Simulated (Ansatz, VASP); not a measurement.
# Nb in VASP and in Ansatz

The input INCAR:

```
SYSTEM = Nb
PREC     = Accurate       ! precision mode
ENCUT    = 520            ! plane-wave cutoff, eV
EDIFF    = 1E-7           ! SCF threshold, eV
ISMEAR   = -1             ! smearing method
SIGMA    = 0.15           ! smearing width, eV
LREAL    = .False.        ! projectors in reciprocal space
LASPH    = .True.         ! aspherical terms in the spheres
NELM     = 80             ! most SCF steps
ALGO     = Normal         ! electronic algorithm
ISIF     = 2              ! what is computed and relaxed
LWAVE    = .False.        ! write WAVECAR
LCHARG   = .False.        ! write CHGCAR
GGA      = PE             ! functional
NBANDS   = 12             ! bands
```

File KPOINTS:

```
regular mesh
0
Gamma
  12 12 12
  0 0 0
```

POSCAR

```
Nb
1.0
    0.0000000000      2.1008049414      2.1008049414
    2.1008049414      0.0000000000      2.1008049414
    2.1008049414      2.1008049414      0.0000000000
Nb
1
Direct
    0.0000000000      0.0000000000      0.0000000000
```

Input for Ansatz:

```yaml
crystal:
  lattice:
    - [0.0, 2.1008049414221537, 2.1008049414221537]
    - [2.1008049414221537, 0.0, 2.1008049414221537]
    - [2.1008049414221537, 2.1008049414221537, 0.0]
  atoms:
    - { symbol: Nb, position: [0.0, 0.0, 0.0] }
basis:
  ecutwfc: 500.0
kpoints:
  mp_grid:
    grid: [12, 12, 12]
scf:
  occupations:
    method: fermi_dirac
    width: 0.15
output:
  stress: true
```

This isn't the form of Nb at room conditions, which is bcc.

Alike in both runs: task single point; functional PBE; k mesh 12 × 12 × 12; occupations fermi-dirac, width 0.15 eV; no spin polarisation.

|  | VASP | Ansatz |
| --- | --- | --- |
| version | VASP 6.6.1 | Ansatz 0.2.0 |
| potentials or method | VASP PAW PBE potentials, release 64 (Nb_sv) | plane waves, PAW |
| plane-wave cutoff (eV) | 520 | 500 |
| valence electrons in the cell | 13 | 13 |

|  | VASP | Ansatz | Ansatz less VASP |
| --- | --- | --- | --- |
| pressure (GPa) | 2.0 | 2.3 | +0.30 |
